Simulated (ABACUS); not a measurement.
Input of an ABACUS 3.10.1 run:

The input INPUT:

```
INPUT_PARAMETERS
suffix              BN
calculation         scf
basis_type          pw
pseudo_dir          ./
symmetry            1
dft_functional      pbesol
ecutwfc             40
pseudo_rcut         10
nspin               1
nbands              14
ks_solver           dav
smearing_method     fd
smearing_sigma      0.00367493
scf_thr             1e-08
scf_nmax            100
mixing_type         broyden
mixing_beta         0.7
cal_force           1
cal_stress          1
ecutrho             320
out_chg             1
kpar                4
```

File STRU:

```
ATOMIC_SPECIES
N 14.0070 n_pbesol_v1.2.uspp.F.UPF
B 10.8100 b_pbesol_v1.4.uspp.F.UPF

LATTICE_CONSTANT
1.8897261246

LATTICE_VECTORS
0.0000000000 1.8130010000 1.8130010000
1.8130010000 0.0000000000 1.8130010000
1.8130010000 1.8130010000 0.0000000000

ATOMIC_POSITIONS
Direct

N
0.0
1
0.2500000000 0.2500000000 0.2500000000 1 1 1

B
0.0
1
0.0000000000 0.0000000000 0.0000000000 1 1 1
```

Contents of KPT:

```
K_POINTS
0
Gamma
10 10 10 0 0 0
```

Potentials or basis: GBRV ultrasoft 1.5 PBEsol, plane waves.

Run with:

```bash
$ OMP_NUM_THREADS=1 mpirun -np 4 abacus > log
```

Task: What does it give for the pressure?

Result: -5.8 GPa.

Task: Predict the band gap on the k mesh.

Result: 4.28 eV, indirect (least direct gap 8.73 eV).

**Experimental background.**

From a printed reference work, monograph, for a bulk crystal of BN at 300 K: band gap 6.4 eV (indirect).

Measured gap of BN: 6.4 eV (indirect; 300 K; a printed reference work, monograph). This calculation gives 4.28 eV (-2.12 eV). The value is that of PBEsol on a finite k mesh, which can miss the band edges, without temperature or zero-point motion. Semilocal functionals fall short of measured gaps as a rule. The cell is a database's relaxed one, not the measured one, which moves gaps too.
